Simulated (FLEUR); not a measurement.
# Nb (Fm-3m) in FLEUR: settings compared

One crystal, Nb, is run at these levels: PBE+U, Wu-Cohen GGA; tasks: single point.

Everything below comes from runs of FLEUR MaX-R8.1 (later development tree). Logs are shortened: lines on timing, memory, paths and dates and some standing lists are left out, and cuts for length are marked.

## 1. Starting point

It takes space group Fm-3m (No. 225, cubic). Conventional cell: a = 4.230 Å, b = 4.230 Å, c = 4.230 Å, α = 90.00°, β = 90.00°, γ = 90.00°. Around Nb (site symmetry m-3m) lie 12 Nb at 2.99 Å.

This isn't the form of Nb at room conditions, which is bcc.

## 2. Single point, PBE+U

inp.xml reads:

```xml
<?xml version="1.0" encoding="UTF-8" standalone="no"?>
<fleurInput fleurInputVersion="0.39">
   <comment>
      Nb                                                                                                  
   </comment>
   <calculationSetup>
      <cutoffs Kmax="3.8" Gmax="11.8" GmaxXC="11.8" numbands="0"/>
      <scfLoop itmax="80" minDistance="0.0002" maxIterBroyd="50" imix="Anderson" alpha="0.01" precondParam="0.0" spinf="2.0" sdNocoIR="T"/>
      <coreElectrons ctail="T" frcor="F" kcrel="0" coretail_lmax="0"/>
      <xcFunctional name="pbe" relativisticCorrections="F"/>
      <magnetism jspins="1"/>
      <soc l_soc="F" theta="0.0" phi="0.0" spav="F"/>
      <expertModes spex="0" secvar="F"/>
      <geometryOptimization l_f="F" forcealpha="1.0" forcemix="BFGS" epsdisp="0.00001" epsforce="0.00001"/>
      <ldaU l_linMix="F" mixParam="0.05" spinf="1.0"/>
   </calculationSetup>
   <cell>
      <bzIntegration valenceElectrons="13.0" mode="hist" fermiSmearingEnergy="0.00183747">
         <kPointListSelection listName="default-1"/>
         <!-- k-points included here -->
         <xi:include xmlns:xi="http://www.w3.org/2001/XInclude" href="kpts.xml"> </xi:include>
      </bzIntegration>
      <!-- symmetry operations included here -->
      <xi:include xmlns:xi="http://www.w3.org/2001/XInclude" href="sym.xml"> </xi:include>
      <bulkLattice scale="1.0">
         <bravaisMatrix>
            <row-1>    0.0000000000000000     3.9967707535290002     3.9967707535290002</row-1>
            <row-2>    3.9967707535290002     0.0000000000000000     3.9967707535290002</row-2>
            <row-3>    3.9967707535290002     3.9967707535290002     0.0000000000000000</row-3>
         </bravaisMatrix>
      </bulkLattice>
   </cell>
   <atomSpecies>
      <species name="Niobium (Nb)" element="Nb" atomicNumber="41">
         <mtSphere radius="2.62" gridPoints="867" logIncrement="0.015"/>
         <atomicCutoffs lmax="10" lnonsphr="8"/>
         <electronConfig flipSpins="F">
            <coreConfig>(1s1/2) (2s1/2) (2p1/2) (2p3/2) (3s1/2) (3p1/2) (3p3/2) (3d3/2) (3d5/2)</coreConfig>
            <valenceConfig>(4s1/2) (4p1/2) (4p3/2) (5s1/2) (4d3/2) (4d5/2)</valenceConfig>
            <stateOccupation state="(5s1/2)" spinUp="0.500000" spinDown="0.500000"/>
            <stateOccupation state="(4d3/2)" spinUp="0.800000" spinDown="0.800000"/>
            <stateOccupation state="(4d5/2)" spinUp="1.200000" spinDown="1.200000"/>
         </electronConfig>
         <energyParameters s="5" p="5" d="4" f="4"/>
         <ldaU l="2" U="3" J="0.9" l_amf="F"/>
         <lo type="SCLO" l="0" n="4" eDeriv="0"/>
         <lo type="SCLO" l="1" n="4" eDeriv="0"/>
         <lo type="SCLO" l="1" n="4" eDeriv="1"/>
         <lo type="SCLO" l="3" n="4" eDeriv="2"/>
      </species>
   </atomSpecies>
   <atomGroups>
      <atomGroup species="Niobium (Nb)">
         <relPos label="                   1">.0000000000 .0000000000 .0000000000</relPos>
         <force calculate="T" relaxXYZ="TTT"/>
      </atomGroup>
   </atomGroups>
   <output dos="F" band="F" slice="F">
      <checks vchk="F" cdinf="F"/>
      <bandDOS minEnergy="-.5*Htr" maxEnergy="0.5*Htr" sigma="0.015" storeEVData="T"/>
      <vacuumDOS vacdos="F" integ="F" star="F" nstars="0" locx1="0.0" locy1="0.0" locx2="0.0" locy2="0.0" nstm="0" tworkf="0.0"/>
      <unfoldingBand unfoldBand="F" supercellX="1" supercellY="1" supercellZ="1"/>
      <plotting iplot="0" polar="F">
         <plot TwoD="T" vec1="  1.0  0.0  0.0" vec2="  0.0  1.0  0.0" vec3="  0.0  0.0  1.0" zero="  0.0  0.0  0.0" file="plot"/>
      </plotting>
      <chargeDensitySlicing numkpt="0" minEigenval="0.0" maxEigenval="0.0" nnne="0" pallst="F"/>
      <specialOutput eonly="F"/>
      <moessbauerParams electricFieldGradient="T" isomerShift="T" coreHyperfine="T" valenceHyperfine="T"/>
      <magneticCircularDichroism mcd="F" energyLo="-10.0" energyUp="0.0"/>
   </output>
  <!-- We include the file relax.xml here to enable relaxations (see documentation) -->
  <xi:include xmlns:xi="http://www.w3.org/2001/XInclude" href="relax.xml"> <xi:fallback/> </xi:include>
</fleurInput>
```

crystal.txt reads:

```
Nb
&input cartesian=F /
0.0000000000  2.1150000000  2.1150000000
2.1150000000  0.0000000000  2.1150000000
2.1150000000  2.1150000000  0.0000000000
1.8897261246
1.0 1.0 1.0

1
41 0.0000000000  0.0000000000  0.0000000000

&kpt div1=11 div2=11 div3=11 gamma=T /
```

Potentials or basis: all-electron, FLAPW.

Run with:

```sh
$ inpgen -f crystal.txt -profile fastHighL
$ # inp.xml edited to the form shown
$ fleur_MPI
```

Log:

```text
Welcome to FLEUR        (www.flapw.de)
      MaX-Release 8.1          (www.max-centre.eu)

 ========== k-point set info ==========
 Selected k-point list: default-1
 k-point list type: mesh
 11 x 11 x 11
 Number of k points: 56

 ------------Calculation Setup---------------------------
 Number of MPI-tasks      :            1
 Number of PE/node        :            1
 Number of OMP-threads    :            1
 Most efficient MPI parallelization for:
           1           2           4           7           8          14          28          56
 Additional eigenvalue parallelization possible
 Number of basis functions:          153
 Approximate size of matrices (H+S) per k-point:         0.000 GB
 --------------------------------------------------------
 no density matrix found ... skipping LDA+U
 Reset of history
 Iteration:     1   Distance:      12.52965953 me/bohr^3
 Iteration:     2   Distance:      13.57973016 me/bohr^3
 Iteration:     3   Distance:      13.36045789 me/bohr^3
 Iteration:     4   Distance:       5.24116870 me/bohr^3
 Iteration:     5   Distance:       5.14327324 me/bohr^3
 Iteration:     6   Distance:       1.46830057 me/bohr^3
 Iteration:     7   Distance:       1.67420101 me/bohr^3
 Iteration:     8   Distance:       0.14431153 me/bohr^3
 Iteration:     9   Distance:       0.13713053 me/bohr^3
 Iteration:    10   Distance:       0.00695397 me/bohr^3
 Iteration:    11   Distance:       0.00651517 me/bohr^3
 Iteration:    12   Distance:       0.00051135 me/bohr^3
 Iteration:    13   Distance:       0.00083618 me/bohr^3
 Iteration:    14   Distance:       0.00003861 me/bohr^3

 ********************************************************************
 Run finished successfully
 Stop message:
   all done
 ********************************************************************
```

out.xml (last iteration):

```text
<iteration numberForCurrentRun="   14" overallNumber="   14">
         <energyParameters units="Htr">
            <atomicEP atomType="1" spin="1" branch="5s" branchLowest="-1.54" branchHighest="2.07" value="0.3269719742"/>
            <atomicEP atomType="1" spin="1" branch="5p" branchLowest="-0.62" branchHighest="2.69" value="0.4414538512"/>
            <atomicEP atomType="1" spin="1" branch="4d" branchLowest="-6.63" branchHighest="0.79" value="0.4308190963"/>
            <atomicEP atomType="1" spin="1" branch="4f" branchLowest="-9.99" branchHighest="2.21" value="0.7031230568"/>
            <loAtomicEP atomType="1" spin="1" branch="4s" branchLowest="-15.55" branchHighest="-1.54" value="-1.5630552815"/>
            <loAtomicEP atomType="1" spin="1" branch="4p" branchLowest="-12.16" branchHighest="-0.62" value="-0.6852650175"/>
            <loAtomicEP atomType="1" spin="1" branch="4p" branchLowest="-12.16" branchHighest="-0.62" value="-0.6852650175"/>
            <loAtomicEP atomType="1" spin="1" branch="4f" branchLowest="-9.99" branchHighest="2.21" value="0.7031253154"/>
         </energyParameters>
         <eigenvalues>
            <eigenvaluesAt spin="1" ikpt="1" k_x="0.00000000" k_y="0.00000000" k_z="0.00000000">
                      -1.5698510175       -0.6657993196       -0.6657993196       -0.6657993196        0.2225960719
                       0.4636043522        0.4636043522        0.4636043522        0.5646522398        0.5646522398
                       0.8814257152
            </eigenvaluesAt>
            <eigenvaluesAt spin="1" ikpt="2" k_x="0.00000000" k_y="0.00000000" k_z="0.09090909">
                      -1.5693202655       -0.6693342283       -0.6662390053       -0.6662390053        0.2336282504
                       0.4549851609        0.4685290589        0.4685290589        0.5602134749        0.5602134749
                       0.9037155157
            </eigenvaluesAt>
            <eigenvaluesAt spin="1" ikpt="3" k_x="0.00000000" k_y="0.00000000" k_z="0.18181818">
                      -1.5678812653       -0.6786314417       -0.6674127881       -0.6674127881        0.2629844502
                       0.4380529928        0.4777422969        0.4777422969        0.5558186471        0.5558186471
                       0.9328017747
            </eigenvaluesAt>
            <eigenvaluesAt spin="1" ikpt="4" k_x="0.00000000" k_y="0.00000000" k_z="0.27272727">
                      -1.5659646189       -0.6904492312       -0.6689437254       -0.6689437254        0.2969553933
                       0.4328385454        0.4771247732        0.4771247732        0.5705181399        0.5705181399
                       0.8882599391
            </eigenvaluesAt>
         </eigenvalues>
[... 22 lines left out ...]
            <spinDependentCharge spin="1" total="41.0000000" interstitial="1.7258818" mtSpheres="39.2741182"/>
            <totalCharge value="40.9999999985"/>
         </allElectronCharges>
         <moessbauerParams unitsHFF="kG" unitsIS="e/bohr^3" unitsEFG="Htr/bohr^2">
            <coreIsomerShift atomType="1" isTotal="83122.01674">
               <shell n="1" l="0" isomerShift="73545.32054"/>
               <shell n="2" l="0" isomerShift="8018.91538"/>
               <shell n="2" l="1" isomerShift="123.08021"/>
               <shell n="3" l="0" isomerShift="1411.93639"/>
               <shell n="3" l="1" isomerShift="22.76420"/>
               <shell n="3" l="2" isomerShift="0.00000"/>
            </coreIsomerShift>
            <isomerShift atomType="1" nucleusRadius="0.0001070" averageDensity="83367.27698"/>
            <electricFieldGradient atomType="1" VXX="0.00000" VYY="0.00000" VZZ="0.00000" asymParam="0.00000">
            </electricFieldGradient>
         </moessbauerParams>
         <totalEnergy                                    value="    -3820.3865635296" units="Htr">
            <sumOfEigenvalues                            value="    -2262.9784507214">
               <coreElectrons value="-2257.6733634087"/>
               <valenceElectrons value="-5.3050873126"/>
            </sumOfEigenvalues>
            <densityCoulombPotentialIntegral value="-6062.3077360679"/>
            <densityEffectivePotentialIntegral value="-6217.4766020842"/>
            <chargeDenXCDenIntegral value="-119.0618121277"/>
            <FockExchangeEnergyValence value="0.0000000000"/>
            <FockExchangeEnergyCore value="0.0000000000"/>
            <atomTypeDependentContributions atomType="1">
               <electronNucleiInteractionDifferentMTs value="4602.8684519129"/>
               <MadelungTerm value="-21.8285622051"/>
            </atomTypeDependentContributions>
            <dftUCorrection value="-0.0279793871"/>
            <tkbTimesEntropy value="0.0004891015"/>
            <freeEnergy value="-3820.3870526311"/>
            <extrapolationTo0K value="-3820.3868080804"/>
         </totalEnergy>
         <ldaUDensityMatrix>
            <densityMatrixFor spin="1" atomType="1" uIndex="1" l="2" U="3.00000000" J="0.90000000">
               (+0.51420,+0.00000) (+0.00000,+0.00000) (+0.00000,+0.00000) (+0.00000,+0.00000) (-0.08742,+0.00000)
               (+0.00000,+0.00000) (+0.60162,+0.00000) (+0.00000,+0.00000) (+0.00000,+0.00000) (+0.00000,+0.00000)
               (+0.00000,+0.00000) (+0.00000,+0.00000) (+0.42678,+0.00000) (+0.00000,+0.00000) (+0.00000,+0.00000)
               (+0.00000,+0.00000) (+0.00000,+0.00000) (+0.00000,+0.00000) (+0.60162,+0.00000) (+0.00000,+0.00000)
               (-0.08742,+0.00000) (+0.00000,+0.00000) (+0.00000,+0.00000) (+0.00000,+0.00000) (+0.51420,+0.00000)
            </densityMatrixFor>
         </ldaUDensityMatrix>
         <ldaUDensityMatrixConvergence>
            <distance spin="1" distance="0.000003"/>
         </ldaUDensityMatrixConvergence>
         <densityConvergence units="me/bohr^3">
            <chargeDensity spin="1" distance="0.0000386111"/>
         </densityConvergence>
      </iteration>
```

It took 17 s on 1 thread of AMD EPYC 7R43 (Zen 3), shared host; peak memory 0.08 GiB.

Results:

| Quantity | Value |
| --- | --- |
| Free energy | -103958.0277 eV |
| Band gap on the k mesh | none (metal or under the smearing width) |
| Valence electrons inside the program's atomic spheres | Nb 11.27 (radii Nb 2.62 bohr) |

Eigenvalues of the final occupation matrices:
| site | spin | trace | eigenvalues |
| --- | --- | --- | --- |
| atom type 1 | 1 | 2.66 | 0.43 0.43 0.60 0.60 0.60 |

Core levels (eV from the Fermi level):
```tsv
atom	levels
1 Nb	1s1/2 -18796.7, 2s1/2 -2626.1, 2p1/2 -2409.7, 2p3/2 -2313.9, 3s1/2 -435.6, 3p1/2 -354.1, 3p3/2 -338.6, 3d3/2 -194.8, 3d5/2 -191.9
```

Caveat: U without spin polarisation on a metal has little footing; the U is typed as a test and isn't derived for this compound.

## 3. Single point, Wu-Cohen GGA

inp.xml, as its differences from that of step 2:

```diff
@@ -6,6 +6,6 @@
    <calculationSetup>
-      <cutoffs Kmax="3.8" Gmax="11.8" GmaxXC="11.8" numbands="0"/>
-      <scfLoop itmax="80" minDistance="0.0002" maxIterBroyd="50" imix="Anderson" alpha="0.01" precondParam="0.0" spinf="2.0" sdNocoIR="T"/>
+      <cutoffs Kmax="3.5" Gmax="17.5" GmaxXC="17.5" numbands="0"/>
+      <scfLoop itmax="60" minDistance="0.00001" maxIterBroyd="15" imix="Anderson" alpha="0.05" precondParam="0.0" spinf="2.0" sdNocoIR="T"/>
       <coreElectrons ctail="T" frcor="F" kcrel="0" coretail_lmax="0"/>
-      <xcFunctional name="pbe" relativisticCorrections="F"/>
+      <xcFunctional name="wc" relativisticCorrections="F"/>
       <magnetism jspins="1"/>
@@ -17,3 +17,3 @@
    <cell>
-      <bzIntegration valenceElectrons="13.0" mode="hist" fermiSmearingEnergy="0.00183747">
+      <bzIntegration valenceElectrons="13.0" mode="gauss" fermiSmearingEnergy="0.00367493">
          <kPointListSelection listName="default-1"/>
@@ -35,3 +35,3 @@
          <mtSphere radius="2.62" gridPoints="867" logIncrement="0.015"/>
-         <atomicCutoffs lmax="10" lnonsphr="8"/>
+         <atomicCutoffs lmax="9" lnonsphr="7"/>
          <electronConfig flipSpins="F">
@@ -44,3 +44,2 @@
          <energyParameters s="5" p="5" d="4" f="4"/>
-         <ldaU l="2" U="3" J="0.9" l_amf="F"/>
          <lo type="SCLO" l="0" n="4" eDeriv="0"/>
@@ -48,2 +47,3 @@
          <lo type="SCLO" l="1" n="4" eDeriv="1"/>
+         <lo type="SCLO" l="2" n="4" eDeriv="2"/>
          <lo type="SCLO" l="3" n="4" eDeriv="2"/>
```

crystal.txt is that of step 2.

Potentials or basis: all-electron, FLAPW.

Run with:

```sh
$ inpgen -f crystal.txt -profile veryFastHighL
$ # inp.xml edited to the form shown
$ fleur_MPI
```

Log:

```text
Welcome to FLEUR        (www.flapw.de)
      MaX-Release 8.1          (www.max-centre.eu)

 ========== k-point set info ==========
 Selected k-point list: default-1
 k-point list type: mesh
 11 x 11 x 11
 Number of k points: 56

 ------------Calculation Setup---------------------------
 Number of MPI-tasks      :            1
 Number of PE/node        :            1
 Number of OMP-threads    :            1
 Most efficient MPI parallelization for:
           1           2           4           7           8          14          28          56
 Additional eigenvalue parallelization possible
 Number of basis functions:          132
 Approximate size of matrices (H+S) per k-point:         0.000 GB
 --------------------------------------------------------
 Iteration:     1   Distance:      12.51667725 me/bohr^3
 Iteration:     2   Distance:      11.45922271 me/bohr^3
 Iteration:     3   Distance:       4.20716382 me/bohr^3
 Iteration:     4   Distance:       2.72945555 me/bohr^3
 Iteration:     5   Distance:       1.81488559 me/bohr^3
 Iteration:     6   Distance:       0.41443488 me/bohr^3
 Iteration:     7   Distance:       0.13341499 me/bohr^3
 Iteration:     8   Distance:       0.01577743 me/bohr^3
 Iteration:     9   Distance:       0.00414280 me/bohr^3
 Iteration:    10   Distance:       0.00074901 me/bohr^3
 Iteration:    11   Distance:       0.00072993 me/bohr^3
 Iteration:    12   Distance:       0.00001668 me/bohr^3
 Iteration:    13   Distance:       0.00000556 me/bohr^3

 ********************************************************************
 Run finished successfully
 Stop message:
   all done
 ********************************************************************
```

out.xml (last iteration):

```text
<iteration numberForCurrentRun="   13" overallNumber="   13">
         <energyParameters units="Htr">
            <atomicEP atomType="1" spin="1" branch="5s" branchLowest="-1.53" branchHighest="2.06" value="0.3246494114"/>
            <atomicEP atomType="1" spin="1" branch="5p" branchLowest="-0.61" branchHighest="2.68" value="0.4400600412"/>
            <atomicEP atomType="1" spin="1" branch="4d" branchLowest="-6.63" branchHighest="0.80" value="0.4300372145"/>
            <atomicEP atomType="1" spin="1" branch="4f" branchLowest="-9.99" branchHighest="2.21" value="0.7017890924"/>
[... 77 lines left out ...]
            </atomTypeDependentContributions>
            <tkbTimesEntropy value="0.0000000000"/>
            <freeEnergy value="-3819.8739784158"/>
            <extrapolationTo0K value="-3819.8739784158"/>
         </totalEnergy>
         <densityConvergence units="me/bohr^3">
            <chargeDensity spin="1" distance="0.0000055585"/>
         </densityConvergence>
      </iteration>
```

It took 17 s on 1 thread of AMD EPYC 7R43 (Zen 3), shared host; peak memory 0.08 GiB.

What came out:

```
Free energy                                           : -103944.0662 eV
Valence electrons inside the program's atomic spheres : Nb 11.31 (radii Nb 2.62 bohr)
```

Levels at points of the mesh, in eV from the Fermi level:
```csv
k point,band 2,band 3,band 4,band 5,band 6,band 7,band 8,band 9,band 10,band 11
"(0.00, 0.00, 0.00)",-30.15,-30.15,-30.15,-6.21,0.09,0.09,0.09,2.66,2.66,11.75
```

Core levels (eV from the Fermi level):
| atom | levels |
| --- | --- |
| 1 Nb | 1s1/2 -18793.0, 2s1/2 -2625.1, 2p1/2 -2409.4, 2p3/2 -2313.6, 3s1/2 -434.7, 3p1/2 -353.5, 3p3/2 -338.0, 3d3/2 -194.3, 3d5/2 -191.4 |
